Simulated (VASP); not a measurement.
# Be in VASP: settings compared

The runs below take Be through relaxation of the atoms, with RPBE, PBE+dDsC.

Program: VASP 6.6.1. These are calculated values, not measurements. Logs are shortened: lines on timing, memory, paths and dates and some standing lists are left out, and cuts for length are marked.

### 1 The cell of the first run

The cell holds a slab with vacuum, 9 atoms: a = 2.300 Å, b = 2.300 Å, c = 29.404 Å, α = 90.00°, β = 90.00°, γ = 120.00°.

The slab is cut from a database's or a generator's crystal, which needn't be the stable form of the element.

### 2 Relaxation of the atoms, RPBE (the (0 0 1) slab of Be, cut from the database cell, not relaxed)

Input file INCAR:

```
SYSTEM = Be
ALGO = Normal ; DIPOL = 0.5 0.5 0.500
EDIFF = 1E-6 ; EDIFFG = -0.01
ENCUT = 520 ; GGA = RP
IBRION = 2 ; IDIPOL = 3
ISIF = 2 ; ISMEAR = 0
LASPH = .TRUE. ; LCHARG = .FALSE.
LDIPOL = .TRUE. ; LREAL = .FALSE.
LWAVE = .FALSE. ; NELM = 60
NSW = 60 ; PREC = Accurate
SIGMA = 0.05
```

Input file KPOINTS:

```
k-points
0
G
  13 13 1
  0 0 0
```

Input file POSCAR:

```
Be
1.0
    2.2995019849      0.0000000000      0.0000000000
   -1.1497509924      1.9914271350      0.0000000000
    0.0000000000      0.0000000000     29.4036000000
Be
9
Selective dynamics
Direct
    0.6666666667      0.3333333334      0.2550708077  F F F
    0.3333333333      0.6666666666      0.3163031057  F F F
    0.6666666667      0.3333333334      0.3775354038  F F F
    0.3333333333      0.6666666666      0.4387677019  F F F
    0.6666666667      0.3333333334      0.5000000000  T T T
    0.3333333333      0.6666666666      0.5612322981  T T T
    0.6666666667      0.3333333334      0.6224645962  T T T
    0.3333333333      0.6666666666      0.6836968943  T T T
    0.6666666667      0.3333333334      0.7449291923  T T T
```

Potentials or basis: VASP PAW PBE potentials, release 64 (Be).

Launch:

```bash
> cat potpaw_PBE.64/Be/POTCAR > POTCAR
> mpirun -np 1 vasp_std > vasp.out
```

OUTCAR:

```text
SYSTEM = Be
   EDIFF = 1E-6
   EDIFFG = -0.01
   ENCUT = 520
   GGA = RP
   IBRION = 2
   ISIF = 2
   ISMEAR = 0
   LASPH = .TRUE.
   LREAL = .FALSE.
   NELM = 60
   NSW = 60
   PREC = Accurate

 ion  position               nearest neighbor table
   1  0.667  0.333  0.255-   2 2.24   2 2.24   2 2.24
   2  0.333  0.667  0.316-   1 2.24   1 2.24   1 2.24   3 2.24   3 2.24   3 2.24
   3  0.667  0.333  0.378-   4 2.24   2 2.24   4 2.24   2 2.24   4 2.24   2 2.24
   4  0.333  0.667  0.439-   3 2.24   5 2.24   3 2.24   5 2.24   3 2.24   5 2.24
   5  0.667  0.333  0.500-   4 2.24   6 2.24   4 2.24   6 2.24   4 2.24   6 2.24
   6  0.333  0.667  0.561-   7 2.24   5 2.24   7 2.24   5 2.24   7 2.24   5 2.24
   7  0.667  0.333  0.622-   6 2.24   8 2.24   6 2.24   8 2.24   6 2.24   8 2.24
   8  0.333  0.667  0.684-   9 2.24   9 2.24   9 2.24   7 2.24   7 2.24   7 2.24
   9  0.667  0.333  0.745-   8 2.24   8 2.24   8 2.24

  LATTYP: Found a hexagonal cell.
 ALAT       =     2.2995019849
 C/A-ratio  =    12.7869426481

  Lattice vectors:

 A1 = (   2.2995019849,   0.0000000000,   0.0000000000)
 A2 = (  -1.1497509924,   1.9914271350,   0.0000000000)
 A3 = (   0.0000000000,   0.0000000000,  29.4036000000)

Analysis of symmetry for initial positions (statically):
=====================================================================
 Subroutine PRICEL returns:
 Original cell was already a primitive cell.

 Routine SETGRP: Setting up the symmetry group for a
 hexagonal supercell.

 Subroutine GETGRP returns: Found 12 space group operations
 (whereof 12 operations were pure point group operations)
 out of a pool of 24 trial point group operations.

The static configuration has the point symmetry D_3h.

Analysis of symmetry for dynamics (positions and initial velocities):
=====================================================================
 Subroutine PRICEL returns:
 Original cell was already a primitive cell.

 Routine SETGRP: Setting up the symmetry group for a
 hexagonal supercell.

 Subroutine GETGRP returns: Found 12 space group operations
 (whereof 12 operations were pure point group operations)
 out of a pool of 24 trial point group operations.

The dynamic configuration has the point symmetry D_3h.

Analysis of constrained symmetry for selective dynamics:
=====================================================================
 Subroutine PRICEL returns:
 Original cell was already a primitive cell.

 Routine SETGRP: Setting up the symmetry group for a
 hexagonal supercell.

 Subroutine GETGRP returns: Found  6 space group operations
 (whereof  6 operations were pure point group operations)
 out of a pool of 24 trial point group operations.

The constrained configuration has the point symmetry C_3v.

 Subroutine INISYM returns: Found  6 space group operations
 (whereof  6 operations are pure point group operations),
 and found     1 'primitive' translations

----------------------------------------------------------------------------------------

                                     Primitive cell

  volume of cell :     134.6476

  direct lattice vectors                    reciprocal lattice vectors
     2.299501985  0.000000000  0.000000000     0.434876772  0.251076221  0.000000000
    -1.149750992  1.991427135  0.000000000     0.000000000  0.502152443  0.000000000
     0.000000000  0.000000000 29.403600000     0.000000000  0.000000000  0.034009441

  length of vectors
     2.299501985  2.299501985 29.403600000     0.502152443  0.502152443  0.034009441

  position of ions in fractional coordinates (direct lattice)
     0.666666667  0.333333333  0.255070808
     0.333333333  0.666666667  0.316303106
     0.666666667  0.333333333  0.377535404
     0.333333333  0.666666667  0.438767702
     0.666666667  0.333333333  0.500000000
     0.333333333  0.666666667  0.561232298
     0.666666667  0.333333333  0.622464596
     0.333333333  0.666666667  0.683696894
     0.666666667  0.333333333  0.744929192

  ion indices of the primitive-cell ions
   primitive index   ion index
                 1           1
                 2           2
                 3           3
                 4           4
                 5           5
                 6           6
                 7           7
                 8           8
                 9           9

----------------------------------------------------------------------------------------

 KPOINTS: k-points

Automatic generation of k-mesh.
 Grid dimensions read from file:
 generate k-points for:   13   13    1

 Generating k-lattice:

  Cartesian coordinates                     Fractional coordinates (reciprocal lattice)
     0.033452059  0.019313555  0.000000000     0.076923077 -0.000000000  0.000000000
     0.000000000  0.038627111  0.000000000     0.000000000  0.076923077  0.000000000
     0.000000000  0.000000000  0.034009441     0.000000000  0.000000000  1.000000000

  Length of vectors
     0.038627111  0.038627111  0.034009441

  Shift w.r.t. Gamma in fractional coordinates (k-lattice)
     0.000000000  0.000000000  0.000000000

 Subroutine IBZKPT returns following result:
 ===========================================

 Found     21 irreducible k-points:

 Following reciprocal coordinates:
            Coordinates               Weight
  0.000000  0.000000  0.000000      1.000000
  0.076923  0.000000  0.000000      6.000000
  0.153846  0.000000  0.000000      6.000000
  0.230769  0.000000  0.000000      6.000000
  0.307692  0.000000  0.000000      6.000000
  0.384615  0.000000  0.000000      6.000000
[... 13 lines left out ...]
  0.384615  0.230769  0.000000      6.000000
  0.307692  0.307692  0.000000      6.000000
   k-points           NKPTS =     21   k-points in BZ     NKDIM =     21   number of bands    NBANDS=     14
   number of dos      NEDOS =    301   number of ions     NIONS =      9
   total plane-waves  NPLWV =  72576
   dimension x,y,z NGX =    18 NGY =   18 NGZ =  224
   dimension x,y,z NGXF=    36 NGYF=   36 NGZF=  448
   ions per type =               9
   NGX,Y,Z   is equivalent  to a cutoff of  13.01, 13.01, 12.66 a.u.
   NGXF,Y,Z  is equivalent  to a cutoff of  26.03, 26.03, 25.33 a.u.
 SYSTEM =  Be
   PREC   = accura    normal or accurate (medium, high low for compatibility)
   ISTART =      0    job   : 0-new  1-cont  2-samecut
   ICHARG =      2    charge: 1-file 2-atom 10-const
   ISPIN  =      1    spin polarized calculation?
   LNONCOLLINEAR =      F non collinear calculations
   LSORBIT =      F    spin-orbit coupling
   LASPH  =      T    aspherical Exc in radial PAW
   ENCUT  =  520.0 eV  38.22 Ry    6.18 a.u.   4.28  4.28 54.67*2*pi/ulx,y,z
   NELM   =     60;   NELMIN=  2; NELMDL= -5     # of ELM steps
   EDIFF  = 0.1E-05   stopping-criterion for ELM
   LREAL  =      F    real-space projection
   EDIFFG = -.1E-01   stopping-criterion for IOM
   NSW    =     60    number of steps for IOM
   IBRION =      2    ionic relax: 0-MD 1-quasi-New 2-CG
   NFREE  =      1    steps in history (QN), initial steepest desc. (CG)
   ISIF   =      2    stress and relaxation
   ISYM   =      2    0-nonsym 1-usesym 2-fastsym
   POTIM  = 0.5000    time-step for ionic-motion
   TEBEG  =    0.0;   TEEND  =   0.0 temperature during run
   PSTRESS=    0.0 pullay stress
   NELECT =      18.0000    total number of electrons
   NUPDOWN=      -1.0000    fix difference up-down
   EMIN   =  10.00;   EMAX   =-10.00  energy-range for DOS
[... 5 lines left out ...]
     AMIX     =   0.40;   BMIX     =  1.00
     AMIX_MAG =   1.60;   BMIX_MAG =  1.00
  volume/ion in A,a.u.               =      14.96       100.96
  Fermi-wavevector in a.u.,A,eV,Ry     =   0.837078  1.581849  9.533604  0.700700
  Thomas-Fermi vector in A             =   1.950909
   LORBIT       =      0    0 simple, 1 ext, 2 COOP (PROOUT), +10 PAW based schemes
   GGA     = RP    functional components
   LHFCALC =     F    Hartree Fock is set to
   AEXX    =    0.0000 exact exchange contribution
   IVDW    =     0    specifies the selected vdW correction
   LEPSILON=     F    determine dielectric tensor
   LRPA    =     F    only Hartree local field effects (RPA)
 conjugate gradient relaxation of ions
 non-spin polarized calculation
 Gauss-broadening in eV      SIGMA  =   0.05
  energy-cutoff  :      520.00
  volume of cell :      134.65
 maximum number of plane-waves:      3727
 NGX is ok and might be reduce to    18
   NGX =  9   NGY =  9   NGZ =109

--------------------------------------- Ionic step        1  -------------------------------------------

 number of electron      18.0000000 magnetization

 Free energy of the ion-electron system (eV)
  ---------------------------------------------------
  ext. energy  EPLUGINS =         0.00000000
  ---------------------------------------------------
  free energy    TOTEN  =       -30.62875184 eV

  energy without entropy =      -30.62474973  energy(sigma->0) =      -30.62675078

------------------------ aborting loop because EDIFF is reached ----------------------------------------

  FORCE on cell =-STRESS in cart. coord.  units (eV):
  Direction    XX          YY          ZZ          XY          YZ          ZX
  --------------------------------------------------------------------------------------
  -------------------------------------------------------------------------------------
  Total       -2.5406550     -2.5406550      0.7916678     -0.0000000      0.0000000      0.0000000
  in kB      -30.2313509    -30.2313509      9.4200859     -0.0000000      0.0000000      0.0000000
  external PRESSURE =     -17.0142053 kB  Pullay stress =       0.0000000 kB
[... 282 lines left out ...]
  FREE ENERGIE OF THE ION-ELECTRON SYSTEM (eV)
  ---------------------------------------------------
  free  energy   TOTEN  =       -30.6344969535 eV

  energy  without entropy=      -30.6297127378  energy(sigma->0) =      -30.63210485

 dipolmoment           0.000000      0.000000      0.000107 electrons x Angstroem

--------------------------------------- Ionic step        8  -------------------------------------------

 number of electron      18.0000000 magnetization

------------------------ aborting loop because EDIFF is reached ----------------------------------------
[... 38 lines left out ...]
--------------------------------------- Ionic step        9  -------------------------------------------

 number of electron      18.0000000 magnetization

 dipolmoment           0.000000      0.000000     -0.000488 electrons x Angstroem

 Free energy of the ion-electron system (eV)
  ---------------------------------------------------
  ext. energy  EPLUGINS =         0.00000000
  ---------------------------------------------------
  free energy    TOTEN  =       -30.63467282 eV

  energy without entropy =      -30.62983474  energy(sigma->0) =      -30.63225378

 E-fermi :   1.2590     XC(G=0):  -6.4772

 val. band max:        1.2572531908   @ k =   0.3077   0.2308   0.0000
 cond. band min:       1.2639320534   @ k =   0.2308   0.0769   0.0000
 fundamental gap:      0.0066788627
 Fermi energy:         1.2589839588

 k-point     1 :       0.0000    0.0000    0.0000
  band No.  band energies     occupation
      1      -9.6292      2.00000
      2      -9.1766      2.00000
      3      -8.6204      2.00000
      4      -7.9090      2.00000
      5      -7.0403      2.00000
      6      -6.0087      2.00000
      7      -4.8354      2.00000
      8      -3.6281      2.00000
      9      -1.4153      2.00000
     10      -1.2506      2.00000
     11       3.3160      0.00000
     12       4.7994      0.00000
     13       5.6977      0.00000
     14       6.3422      0.00000
[... 328 lines left out ...]
      3      -0.7316      2.00000
      4      -0.2241      2.00000
      5       0.2390      2.00000
      6       0.6312      2.00000
      7       0.7621      2.00000
      8       0.8534      2.00000
      9       1.0935      2.00000
     10       1.3770      0.00084
     11       1.5658      0.00000
     12       1.8282      0.00000
     13       2.2981      0.00000
     14       2.9416      0.00000

------------------------ aborting loop because EDIFF is reached ----------------------------------------

 vacuum level on the upper side and lower side of the slab       (xc-potential included)        -0.263        -0.204

  FORCE on cell =-STRESS in cart. coord.  units (eV):
  Direction    XX          YY          ZZ          XY          YZ          ZX
  --------------------------------------------------------------------------------------
  -------------------------------------------------------------------------------------
  Total       -2.6937283     -2.6937283      0.6367575     -0.0000000      0.0000000      0.0000000
  in kB      -32.0527760    -32.0527760      7.5768016     -0.0000000      0.0000000      0.0000000
  external PRESSURE =     -18.8429168 kB  Pullay stress =       0.0000000 kB
[... 24 lines left out ...]
  FREE ENERGIE OF THE ION-ELECTRON SYSTEM (eV)
  ---------------------------------------------------
  free  energy   TOTEN  =       -30.6346728174 eV

  energy  without entropy=      -30.6298347424  energy(sigma->0) =      -30.63225378

 reached required accuracy - stopping structural energy minimisation

 vacuum level on the upper side and lower side of the slab         6.221         6.271
```

Wall time 4.9 min (1 thread of Intel Xeon Platinum 8259CL at 2.50GHz (Skylake/Cascade Lake), shared host); peak memory 0.26 GiB.

What came out:

```
Free energy               : -30.6347 eV
Energy gained by relaxing : 0.7 meV/atom
Ionic steps               : 9
Band gap on the k mesh    : none (metal or under the smearing width)
```

The path:
```
step  energy change (eV)  largest force (eV/Å)  pressure (GPa)
   1              0.0000                0.1901           -1.70
   2             -0.0024                0.1906           -1.74
   3             -0.0043                0.1936           -1.81
   4             -0.0043                0.1930           -1.80
   5             -0.0051                0.1941           -1.82
   6             -0.0054                0.1949           -1.85
   7             -0.0057                0.1951           -1.86
   8             -0.0058                0.1956           -1.87
   9             -0.0059                0.1959           -1.88
```

Final structure:
```xyz
9
Lattice="2.2995 0.0000 0.0000 -1.1498 1.9914 0.0000 0.0000 0.0000 29.4036" Properties=species:S:1:pos:R:3 pbc="T T T"
Be    1.1498    0.6638    7.5000
Be    0.0000    1.3276    9.3004
Be    1.1498    0.6638   11.1009
Be    0.0000    1.3276   12.9013
Be    1.1498    0.6638   14.6935
Be    0.0000    1.3276   16.4860
Be    1.1498    0.6638   18.2811
Be    0.0000    1.3276   20.0959
Be    1.1498    0.6638   21.9532
```

Levels at points of the mesh, in eV from the Fermi level:
```csv
k point,band 7,band 8,band 9,band 10,band 11,band 12
"(0.00, 0.00, 0.00)",-6.09,-4.89,-2.67,-2.51,2.06,3.54
```

Caveat: the PAW data sets were made with another functional, which shifts forces and pressure a little.

[end of part 1 of 2]
